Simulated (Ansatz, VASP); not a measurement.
**One calculation of C, two programs**

```xyz
2
Lattice="0.0000 1.7121 1.6407 1.7121 0.0000 1.6407 1.7121 1.7121 0.0000" Properties=species:S:1:pos:R:3 pbc="T T T"
C     1.7121    1.7121    1.6407
C     2.5681    2.5681    2.4611
```

Change from the starting cell: strain -0.040 along x and y, -0.080 along z, atoms carried along.

Alike in both runs: task single point; functional PBEsol; k mesh 12 × 12 × 12; occupations gaussian, width 0.05 eV; no spin polarisation.

```csv
,VASP,Ansatz
version,VASP 6.6.1,Ansatz 0.2.0
potentials or method,"VASP PAW PBE potentials, release 64 (C)","scalar-relativistic, plane waves, PAW"
plane-wave cutoff (eV),520,420
valence electrons in the cell,8,8
```

```csv
,VASP,Ansatz,Ansatz less VASP
gap on the k mesh at the Fermi level (eV),3.23,3.24,+0.013
least direct gap on the mesh (eV),5.19,5.19,+0.008
pressure (GPa),93.5,91.6,-1.93
largest component of the traceless stress (GPa),29.27,29.32,+0.048
```

Caveats: the cell as given lies far from equilibrium; so large a pressure means that the cell lies far from this level's equilibrium, or that cutoff or potentials fall short (VASP); the potentials were made for another functional, which shifts forces and pressure (VASP).
